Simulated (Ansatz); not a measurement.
**Computed scan of one atom of the cell: GeTe (alpha-GeTe type, space group R3m)**

Relaxed GeTe (alpha-GeTe type, space group R3m):

```
CELL_PARAMETERS angstrom
      4.22711     2.44052     7.28006
     -2.11355     1.22026     3.64003
      0.00000    -2.44052     3.64003
ATOMIC_POSITIONS crystal
  Ge 0.11712 0.23425 0.23425
  Ge 0.61712 0.23425 0.23425
  Te 0.38288 0.76575 0.76575
  Te 0.88288 0.76575 0.76575
```

Scan: atom 3 (Te, nearest neighbour Ge at 2.852 Å; its periodic images, 4.2 Å or more away, move with it) is displaced towards the nearest neighbour, direction (-0.741, -0.428, 0.517) in Cartesian axes, by s. The other atoms stay.

These are PBE (plane waves to 420 eV, PAW, scalar-relativistic; Ansatz, an electronic-structure program) values and carry that method's errors. k mesh 4×8×8 (Γ-centred), Fermi-Dirac smearing 0.05 eV. Energies are smeared free energies. Compression counts positive. F∥ is the force on the atom along that direction. F⊥ is the part of the force across the line. GeTe was relaxed with its symmetry unable to fall. Spin-orbit coupling is left out, though Te is heavy. The PAW data are Ansatz's earlier set. ΔE is measured from the undisplaced structure.

```json
[
 {"s (Å)": "-0.290", "ΔE (eV/cell)": "0.1304", "|F⊥| (eV/Å)": "0.007", "P (GPa)": "-0.05", "F∥ (eV/Å)": "0.826"},
 {"s (Å)": "-0.232", "ΔE (eV/cell)": "0.0866", "|F⊥| (eV/Å)": "0.011", "P (GPa)": "-0.14", "F∥ (eV/Å)": "0.686"},
 {"s (Å)": "-0.174", "ΔE (eV/cell)": "0.0509", "|F⊥| (eV/Å)": "0.014", "P (GPa)": "-0.18", "F∥ (eV/Å)": "0.542"},
 {"s (Å)": "-0.116", "ΔE (eV/cell)": "0.0239", "|F⊥| (eV/Å)": "0.014", "P (GPa)": "-0.17", "F∥ (eV/Å)": "0.386"},
 {"s (Å)": "-0.058", "ΔE (eV/cell)": "0.0065", "|F⊥| (eV/Å)": "0.014", "P (GPa)": "-0.11", "F∥ (eV/Å)": "0.211"},
 {"s (Å)": "0.000", "ΔE (eV/cell)": "0.0000", "|F⊥| (eV/Å)": "0.013", "P (GPa)": "0.00", "F∥ (eV/Å)": "0.008"},
 {"s (Å)": "0.058", "ΔE (eV/cell)": "0.0063", "|F⊥| (eV/Å)": "0.011", "P (GPa)": "0.17", "F∥ (eV/Å)": "-0.232"},
 {"s (Å)": "0.116", "ΔE (eV/cell)": "0.0277", "|F⊥| (eV/Å)": "0.011", "P (GPa)": "0.40", "F∥ (eV/Å)": "-0.515"},
 {"s (Å)": "0.174", "ΔE (eV/cell)": "0.0671", "|F⊥| (eV/Å)": "0.012", "P (GPa)": "0.70", "F∥ (eV/Å)": "-0.853"},
 {"s (Å)": "0.232", "ΔE (eV/cell)": "0.1279", "|F⊥| (eV/Å)": "0.015", "P (GPa)": "1.08", "F∥ (eV/Å)": "-1.255"},
 {"s (Å)": "0.290", "ΔE (eV/cell)": "0.2142", "|F⊥| (eV/Å)": "0.021", "P (GPa)": "1.55", "F∥ (eV/Å)": "-1.736"}
]
```

What the scan shows:

```
Property                                                                                                                                                  Value
--------------------------------------------------------  -----------------------------------------------------------------------------------------------------
Energy at s = 0.290 Å                                                                                                                            214.2 meV/cell
Force along the line at s = -0.290 Å                                                                                                                 0.826 eV/Å
Symmetry of the curve                                                                                       not even: the positive side lies higher at ±0.290 Å
Shape of the curve                                                                               a single well with its minimum at or next to zero displacement
Force constant k = d²E/ds² at s = 0 (finite differences)                                                                                             3.79 eV/Å²
Harmonic estimate at the end of the scan                  ½ks² = 159.4 meV/cell against the computed 214.2 meV/cell, so the well is stiffer than harmonic there
```

The 11 points together took very roughly 4 core-minutes.

(A displaced cell: forces are minus the slopes of the energy, force constants its curvatures, and phonons follow from these.)
